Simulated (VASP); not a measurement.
## GaN: band structure with LDA

Crystal: GaN.

```
Ga N
1.0
     3.15616    0.00000    0.00000
     0.00000    5.11298    0.00000
     0.00000    0.00000    5.47811
Ga N
4 4
Direct
  0.00000 0.99983 0.33336
  0.50000 0.99983 0.83336
  0.50000 0.49983 0.16664
  0.00000 0.49983 0.66664
  0.00000 0.62217 0.33357
  0.50000 0.62217 0.83357
  0.50000 0.12217 0.16643
  0.00000 0.12217 0.66643
```

The cell was built by a generator and isn't the measured one.

* Program: VASP 6.6.1
* Task: band structure
* Functional: LDA
* Potentials or basis: VASP PAW LDA potentials, release 64 (Ga_d, N)
* Cutoff: 520 eV
* k mesh: 8 × 5 × 4
* Occupations: gaussian, width 0.02 eV
* Spin: no spin polarisation
* Further INCAR settings: ALGO = Normal; EDIFF = 1e-06; NBANDS = 46

```json
{"Pressure": "1.4 GPa", "Band gap on the k mesh": "2.17 eV", "Band gap along the path": "2.17 eV"}
```

Forces on the atoms (eV/Å):
```
Ga   0.000  0.001  0.001
Ga   0.000  0.001  0.001
Ga   0.000  0.001 -0.001
Ga   0.000  0.001 -0.001
N    0.000 -0.001  0.000
N    0.000 -0.001  0.000
N    0.000 -0.001  0.000
N    0.000 -0.001  0.000
```

Stress tensor (GPa, compression positive):
```
0.84 0.00 0.00
0.00 2.85 0.00
0.00 0.00 0.35
```

Levels at the corners of the path, in eV from the valence-band top:
```
point  band 32  band 33  band 34  band 35  band 36  band 37  band 38  band 39  band 40  band 41
    Γ    -1.10    -1.04    -0.01    -0.01     0.00     2.17     4.31     4.98     5.70     6.06
    X    -4.13    -2.19    -2.19    -2.00    -2.00     5.66     5.66     6.85     6.85     7.74
    X    -4.13    -2.19    -2.19    -2.00    -2.00     5.66     5.66     6.85     6.85     7.74
    S    -3.58    -1.69    -1.69    -1.69    -1.69     5.92     5.92     5.92     5.92     8.04
    S    -3.58    -1.69    -1.69    -1.69    -1.69     5.92     5.92     5.92     5.92     8.04
    Y    -1.94    -0.58    -0.58    -0.56    -0.56     4.39     4.39     4.42     4.42     7.83
    Y    -1.94    -0.58    -0.58    -0.56    -0.56     4.39     4.39     4.42     4.42     7.83
    Γ    -1.10    -1.04    -0.01    -0.01     0.00     2.17     4.31     4.98     5.70     6.06
    Γ    -1.10    -1.04    -0.01    -0.01     0.00     2.17     4.31     4.98     5.70     6.06
    Z    -2.10    -0.74    -0.74    -0.52    -0.52     4.46     4.46     5.96     5.96     7.39
    Z    -2.10    -0.74    -0.74    -0.52    -0.52     4.46     4.46     5.96     5.96     7.39
    U    -2.92    -2.32    -2.32    -1.06    -1.06     4.94     4.94     5.67     5.67     6.05
    U    -2.92    -2.32    -2.32    -1.06    -1.06     4.94     4.94     5.67     5.67     6.05
    R    -2.07    -1.94    -1.94    -1.94    -1.94     4.41     4.41     4.41     4.41     7.82
    R    -2.07    -1.94    -1.94    -1.94    -1.94     4.41     4.41     4.41     4.41     7.82
    T    -2.16    -1.36    -1.36    -1.36    -1.36     5.31     5.31     5.31     5.31     7.69
    T    -2.16    -1.36    -1.36    -1.36    -1.36     5.31     5.31     5.31     5.31     7.69
    Z    -2.10    -0.74    -0.74    -0.52    -0.52     4.46     4.46     5.96     5.96     7.39
    Y    -1.94    -0.58    -0.58    -0.56    -0.56     4.39     4.39     4.42     4.42     7.83
    T    -2.16    -1.36    -1.36    -1.36    -1.36     5.31     5.31     5.31     5.31     7.69
    U    -2.92    -2.32    -2.32    -1.06    -1.06     4.94     4.94     5.67     5.67     6.05
    X    -4.13    -2.19    -2.19    -2.00    -2.00     5.66     5.66     6.85     6.85     7.74
    S    -3.58    -1.69    -1.69    -1.69    -1.69     5.92     5.92     5.92     5.92     8.04
    R    -2.07    -1.94    -1.94    -1.94    -1.94     4.41     4.41     4.41     4.41     7.82
```

Wall time 2.9 min on 2 MPI ranks on Intel(R) Xeon(R) 6975P-C (Granite Rapids), with other jobs on the host, peak memory 0.33 GiB a rank.
